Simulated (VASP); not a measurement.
From an Ansatz input to VASP: MoS$_{2}$ (strained database structure)

Ansatz input

```yaml
crystal:
  lattice:
    - [3.2888348368, 0.0, 0.0]
    - [-1.6444174184, 2.8482145176, 0.0]
    - [0.0, 0.0, 12.2556945572]
  atoms:
    - { symbol: Mo, position: [0.6666666667, 0.3333333333, 0.25] }
    - { symbol: Mo, position: [0.3333333333, 0.6666666667, 0.75] }
    - { symbol: S, position: [0.3333333333, 0.6666666667, 0.3740718396] }
    - { symbol: S, position: [0.6666666667, 0.3333333333, 0.8740718396] }
    - { symbol: S, position: [0.3333333333, 0.6666666667, 0.1259281604] }
    - { symbol: S, position: [0.6666666667, 0.3333333333, 0.6259281604] }
kpoints:
  mp_grid: { grid: [12, 12, 2] }
  band_path:
    path:
      - [0.0, 0.0, 0.0]
      - [0.5, 0.0, 0.0]
      - [0.3333333333, 0.3333333333, 0.0]
      - [0.0, 0.0, 0.5]
      - [0.5, 0.0, 0.5]
      - [0.3333333333, 0.3333333333, 0.5]
      - [0.333333, 0.333333, 0.380208]
    npoints: 1
hamiltonian:
  xc: pbe
scf:
  occupations: { method: fermi_dirac, width: 0.02 }
  n_extra_bands: 5
output:
  forces: true
  stress: true
  eigenvalues: true
```

Problem. Which VASP files do the same job?

Solution. 

INCAR

```
EDIFF = 1E-7
ISIF = 2
NELM = 120
SIGMA = 0.02
GGA = PE
IBRION = -1
ISMEAR = -1
LELF = .TRUE.
LREAL = .FALSE.
LASPH = .TRUE.
NSW = 0
LWAVE = .FALSE.
LCHARG = .TRUE.
ENCUT = 520
NBANDS = 35
PREC = Accurate
```

KPOINTS

```
KPOINTS created by Atomic Simulation Environment
0
Gamma
12 12 2
0 0 0
```

KPOINTS_OPT

```
special points
7
Reciprocal
0.0000000000 0.0000000000 0.0000000000 1
0.5000000000 0.0000000000 0.0000000000 1
0.3333333333 0.3333333333 0.0000000000 1
0.0000000000 0.0000000000 0.5000000000 1
0.5000000000 0.0000000000 0.5000000000 1
0.3333333333 0.3333333333 0.5000000000 1
0.3333330000 0.3333330000 0.3802080000 1
```

POSCAR

```
Mo S
 1.0000000000000000
     3.2888348368461604    0.0000000000000000    0.0000000000000000
    -1.6444174184230802    2.8482145175600242    0.0000000000000000
     0.0000000000000000    0.0000000000000000   12.2556945572000000
 Mo  S
   2   4
Cartesian
  1.6444174184230800  0.9494048391866747  3.0639236393000009
 -0.0000000000000001  1.8988096783733495  9.1917709178999996
 -0.0000000000000001  1.8988096783733495  4.5845102080483739
  1.6444174184230800  0.9494048391866747 10.7123574866483739
 -0.0000000000000001  1.8988096783733495  1.5433370705516267
  1.6444174184230800  0.9494048391866747  7.6711843491516278
```

VASP ran with the recommended PBE PAW datasets (52 valence electrons in the cell). Other inputs would serve too.

```json
{"": "gap between bands v and c", "Ansatz": "0.34 eV", "VASP": "0.36 eV"}
{"": "least direct gap", "Ansatz": "1.29 eV", "VASP": "1.29 eV"}
{"": "pressure", "Ansatz": "-3.7 GPa", "VASP": "-3.8 GPa"}
{"": "largest force", "Ansatz": "0.08 eV/Å", "VASP": "0.07 eV/Å"}
```

The two codes use different PAW datasets and cutoffs. VASP's cell holds 52 valence electrons and Ansatz's 52. Ansatz's stress includes a Pulay correction; VASP's doesn't.
